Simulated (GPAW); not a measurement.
Runs of GPAW 26.7.0 on CoO. Symmetry: R-3m, No. 166, trigonal system. Conventional cell: a = 3.011 Å, b = 3.011 Å, c = 7.320 Å, α = 90.00°, β = 90.00°, γ = 120.00°. Around Co (site symmetry -3m) lie 6 O at 2.12 Å. O (site symmetry -3m) is surrounded by 6 Co at 2.12 Å. The cell is a database's computed one.

```tsv
task	level	potentials or basis	U	cell	k mesh	cutoff (eV)	smearing	maxiter	convergence	supercell	supercell k mesh	displacement	mesh quality	gap on the mesh (eV)	pressure (GPa)	moment (μB)
phonons	PBE+D3M(BJ)	GPAW PAW data sets (gpaw-data 1.2.1), pw	-	relaxed	8 × 8 × 8	680	fermi-dirac 0.05 eV	150	density=1e-06 eigenstates=1e-09	1 × 1 × 1	8 × 8 × 8	0.01	not flagged	none	0.0	2.78
single point	LDA	the program's PAW data sets (release 1.2.1) made for this functional, pw	-	as given	9 × 9 × 9	650	fermi-dirac 0.05 eV	120	default	-	-	-	not flagged	none	-19.7	2.80
single point	PBE	GPAW PAW data sets (gpaw-data 1.2.1), pw	-	as given	11 × 11 × 11	800	gaussian 0.1 eV	150	-	-	-	-	not flagged	none	(b)	2.91
band structure	PBEsol	PAW data sets generated in the run's folder for this functional, pw	-	as given	7 × 7 × 7	800	fermi-dirac 0.05 eV	150	-	-	-	-	coarse	-	-8.3	2.94
single point	PBEsol	PAW data sets generated in the run's folder for this functional, pw	-	as given	11 × 11 × 11	800	fermi-dirac 0.05 eV	150	-	-	-	-	not flagged	none	-8.3	2.94
band structure	PBEsol+U	PAW data sets generated in the run's folder for this functional, pw	Co d U = 3 eV	as given	8 × 8 × 8	800	fermi-dirac 0.05 eV	150	-	-	-	-	not flagged	-	-6.0	3.00
band structure	PBEsol+U	PAW data sets generated in the run's folder for this functional, pw	Co d U = 4 eV	as given	8 × 8 × 8	800	fermi-dirac 0.05 eV	150	-	-	-	-	not flagged	-	-3.6	3.00
band structure	PBEsol+U	PAW data sets generated in the run's folder for this functional, pw	Co d U = 1 eV	as given	8 × 8 × 8	800	fermi-dirac 0.05 eV	150	-	-	-	-	not flagged	-	-7.1	3.00
single point	LDA	the program's PAW data sets (release 1.2.1) made for this functional, pw	-	as given	9 × 9 × 9	600	fermi-dirac 0.05 eV	120	default	-	-	-	not flagged	none	(c)	2.80
band structure	PBEsol	PAW data sets generated in the run's folder for this functional, pw	-	as given	8 × 8 × 8	800	fermi-dirac 0.05 eV	150	-	-	-	-	not flagged	-	(a)	2.91
band structure	PBEsol+U	PAW data sets generated in the run's folder for this functional, pw	Co d U = 8 eV	as given	8 × 8 × 8	800	fermi-dirac 0.05 eV	150	-	-	-	-	not flagged	-	-1.3	3.00
single point	LDA	the program's PAW data sets (release 1.2.1) made for this functional, pw	-	as given	11 × 11 × 11	800	gaussian 0.05 eV	150	-	-	-	-	not flagged	none	-17.4	(d)
```

Alike in all rows: spin collinear, ferromagnetic start.

Q: Estimate the missing entries.

A: (a) -8.6; (b) 0.5; (c) -23.0; (d) 2.84.

Caveats: some runs use coarse meshes; a cell with one magnetic atom can't hold antiferromagnetic order, which such compounds often take; semilocal functionals often make such compounds metallic where correlation or magnetic order opens a gap, which also shifts bond lengths (some runs); the cutoff is short for stress and forces, so pressures can be off by a GPa or more (some runs); so large a pressure means that the cell lies far from this level's equilibrium, or that cutoff or potentials fall short (some runs); pairwise dispersion overbinds metals, which lowers pressure and volume (some runs).

A k mesh can miss the band edges.

A gap of «none» marks a metal or a gap under the smearing width.

Not every run made on this cell is shown here.
